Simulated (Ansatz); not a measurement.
# ZnO: the cost of one run

Computed with Ansatz 0.2.0 (DFT LDA, scalar-relativistic, plane waves, PAW, unless a step's input says otherwise).

## 1. Starting point

Symmetry: P6_3mc, No. 186, hexagonal system. Conventional cell: a = 3.187 Å, b = 3.187 Å, c = 5.153 Å, α = 90.00°, β = 90.00°, γ = 120.00°. Zn (site symmetry 3m) has 4 O at 1.94 to 1.95 Å as nearest neighbours. Around O (site symmetry 3m) lie 4 Zn at 1.94 to 1.95 Å.

Structure file:

```
Zn O
1.0
     3.18718    0.00000    0.00000
    -1.59359    2.76018    0.00000
     0.00000    0.00000    5.15319
Zn O
2 2
Direct
  0.33333 0.66667 0.00185
  0.66667 0.33333 0.50185
  0.33333 0.66667 0.38025
  0.66667 0.33333 0.88025
```

## 2. The scan

The energy is mapped over two homogeneous strains (x along [1 0 0], y along [1 2 0], z along [0 0 1] of the conventional cell).

- engineering shear strain xz: 7 values from −30 to 30 %
- normal strain along z: 7 values from −11.0 to 11.0 %

Nothing else is relaxed (fractional coordinates fixed). Energies count from the relaxed crystal. Points are written as (first, second).

## 3. Grid point (0 %, −11.0 %)

input.yaml

```yaml
crystal:
  lattice:
    - [3.1871780739, 0.0, 0.0]
    - [-1.5935890369, 2.7601771784, 0.0]
    - [0.0, 0.0, 4.5863414699]
  atoms:
    - { symbol: Zn, position: [0.3333333333, 0.6666666667, 0.0018514197] }
    - { symbol: Zn, position: [0.6666666667, 0.3333333333, 0.5018514197] }
    - { symbol: O, position: [0.3333333333, 0.6666666667, 0.3802485803] }
    - { symbol: O, position: [0.6666666667, 0.3333333333, 0.8802485803] }
basis:
  ecutwfc: 520.0
kpoints:
  mp_grid: { grid: [12, 12, 6] }
hamiltonian:
  xc: lda
  pseudopotentials: { kind: paw, azcp: { folder: soft_1 } }
scf:
  occupations: { method: gaussian, width: 0.05 }
output:
  forces: true
  stress: true
  eigenvalues: true
```

Run with:

```console
$ ansatz run input.yaml --threads 1 --pin off --max-ram 2048MiB --backend cpu --events-out ev --progress --plain --runs-dir out
```

Q: Estimate wall time and peak memory on 1 thread of Arm Neoverse N1, shared host.

About 20 s, with a peak of 0.36 GiB.
